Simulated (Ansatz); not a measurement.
TePb: energy above given cell and pressure against volume ratio

Results calculated with Ansatz 0.2.0, not measured. Plane-wave density functional theory, PAW datasets, Gaussian smearing 0.05 eV: equation of state, the given cell scaled in volume with shape and atoms relaxed at each volume.

The cell before it is scaled or strained (space group Fm-3m, No. 225):
```
cell vectors (Å)
   0.0000     3.2215     3.2215
   3.2215     0.0000     3.2215
   3.2215     3.2215     0.0000
atoms (fractions of the cell vectors)
Pb  0.50000  0.50000  0.50000
Te  0.00000  0.00000  0.00000
```

Settings of every row: paw set soft_2; functional PBEsol; spin treatment none; moment partition spheres; spin axis none; wave cutoff 420 eV; k mesh 8x8x8; symmetry use detected.

Atom hubbard u: 0 on all atoms.

Limits: no spin-orbit coupling, which can matter with elements this heavy.

```csv
row,volume ratio,V (Å³/atom),energy above given cell (meV per atom),pressure (GPa)
1,0.96,32.096,8.09,2.012
2,0.98,32.764,?,?
3,1,33.433,0,0
4,1.02,34.102,1.81,-0.85
5,1.04,34.77,6.97,-1.611
```

Question: what energy above given cell and pressure should row 2 give?

Worked fit of energy above given cell. Take u = (V_r/V)^(2/3) − 1 with V_r = 33.767 Å³ an atom, which is twice the finite (Eulerian) strain; such expansions in the strain, on which the Birch-Murnaghan equation of state is built, carry the rest volume and the bulk modulus. The shown rows have u = 0.03441, 0.00665, -0.00656, -0.01932. Least squares give energy above given cell = 0.455 − 136.34 × u + 10409.1 × u² meV per atom; a straight line predicts inner rows, each left out in turn, worse (root mean square 4.6 against 0.025 meV per atom). The rows lie off it by 0.00, -0.01, 0.01, 0.00. Its lowest point lies at u = 0.0065, or V = 33.44 Å³ an atom, and the curvature there gives the bulk modulus with shape and atoms relaxed, B = (4/9)(1 + u)² E″(u)/V = 44.9 GPa. The withheld row has u = 0.02031, so the fit gives 0.455 − 136.34 × (0.02031) + 10409.1 × (0.02031)² = 1.98 meV per atom.

The calculation gave 1.95 meV per atom. The fit lies 0.03 meV per atom (1.5 % of the value, 0.37 % of the column's range) above it; its largest miss of a shown row is 0.01 meV per atom.

Worked fit of pressure. Take u = (V_r/V)^(2/3) − 1 with V_r = 33.767 Å³ an atom, which is twice the finite (Eulerian) strain; such expansions in the strain, on which the Birch-Murnaghan equation of state is built, carry the rest volume and the bulk modulus. The shown rows have u = 0.03441, 0.00665, -0.00656, -0.01932. Least squares give pressure = −0.4365 + 64.5 × u + 193.34 × u² GPa; a straight line predicts inner rows, each left out in turn, worse (root mean square 0.086 against 0.0027 GPa). The rows lie off it by 0.000, -0.001, 0.001, -0.001. The pressure vanishes at u = 0.0066, or V = 33.43 Å³ an atom, and there the bulk modulus with shape and atoms relaxed is B = −V dP/dV = (2/3)(1 + u) dP/du = 45 GPa. The withheld row has u = 0.02031, so the fit gives −0.4365 + 64.5 × (0.02031) + 193.34 × (0.02031)² = 0.953 GPa.

The calculation gave 0.95 GPa. The fit lies 0.003 GPa (0.083 % of the column's range) above it; its largest miss of a shown row is 0.001 GPa.
